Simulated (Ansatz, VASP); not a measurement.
# Two plane-wave programs on Ge

```xyz
2
Lattice="0.0000 2.7456 2.7456 2.7456 0.0000 2.7456 2.7456 2.7456 0.0000" Properties=species:S:1:pos:R:3 pbc="T T T"
Ge    2.7456    2.7456    2.7456
Ge    4.1185    4.1185    4.1185
```

Alike in both runs: functional PBE; k mesh 12 × 12 × 12; occupations gaussian, width 0.1 eV; no spin polarisation.

Ansatz relaxed the structure, and its values are those at the end. VASP's run is a single point on that final structure, the one shown.

```csv
,VASP,Ansatz
version,VASP 6.6.1,Ansatz 0.2.0
potentials or method,"VASP PAW PBE potentials, release 64 (Ge_d)","scalar-relativistic, plane waves, PAW"
plane-wave cutoff (eV),520,420
valence electrons in the cell,28,28
```

VASP gave:

```
gap on the k mesh at the Fermi level (eV) : 0.43
least direct gap on the mesh (eV)         : 0.88
pressure (GPa)                            : 11.9
```

Q: What did Ansatz give for the same quantities?

A: gap on the k mesh at the Fermi level (eV): 0.43; least direct gap on the mesh (eV): 0.87; pressure (GPa): 12.0.
